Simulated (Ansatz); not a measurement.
Crystal: Na2S.

```
S Na
1.0
     0.00000    3.27350    3.27350
     3.27350    0.00000    3.27350
     3.27350    3.27350    0.00000
S Na
1 2
Direct
  0.00000 0.00000 0.00000
  0.75000 0.75000 0.75000
  0.25000 0.25000 0.25000
```

Base run:

* Program: Ansatz 0.2.0
* Functional: HSE06 form with a typed share of exact exchange
* Potentials or basis: Ansatz PAW
* Cutoff: 420 eV (not typed: the program's choice for these potentials)
* k mesh: 4 × 4 × 4
* Occupations: fermi-dirac, width 0.05 eV
* Spin: no spin polarisation

Its results: band gap on the k mesh 2.86 eV, direct; pressure -0.1 GPa.

The run is repeated on the same cell with these changes: screening (1/å) from 0.6 to 0.4. What comes out?

Band gap on the k mesh 3.10 eV, direct; pressure -0.2 GPa.

Caveats: the PAW data sets come from PBE, with cores solved anew for the run's functional, which leaves a small shift of forces and pressure; the thresholds are loose for stress.

